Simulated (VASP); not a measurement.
C, 4 atoms in the cell. The structure is hexagonal, space group P6_3/mmc (No. 194). The conventional cell has a = 2.461 Å, b = 2.461 Å, c = 8.050 Å, α = 90.00°, β = 90.00°, γ = 120.00°. Around C (site symmetry -6m2) lie 3 C at 1.42 Å. Around C (site symmetry -6m2) lie 3 C at 1.42 Å. The cell was built by a generator and needn't be a form met in nature.

```yaml
Program: VASP 6.6.1
Task: single point
Functional: SCAN
Dispersion: rVV10
Potentials_or_basis: VASP PAW PBE potentials, release 64 (C)
Cutoff: 520 eV
k_mesh: 16 × 16 × 4
Occupations: fermi-dirac, width 0.05 eV
Spin: no spin polarisation
Further_INCAR_settings: ALGO = Normal; EDIFF = 1e-06; NBANDS = 16
```

Potentials or basis: VASP PAW PBE potentials, release 64 (C).

Run with:

```console
$ cat potpaw_PBE.64/C/POTCAR > POTCAR
$ mpirun -np 1 vasp_std > vasp.out
```

Hardware: 1 thread of Intel(R) Xeon(R) 6975P-C (Granite Rapids), with other jobs on the host.

Question: Estimate the wall time of this run.

Answer: It took 2.5 min on 1 thread of Intel(R) Xeon(R) 6975P-C (Granite Rapids), on a shared host, peak memory 0.26 GiB. Counts: scf iterations 22, k points 90.
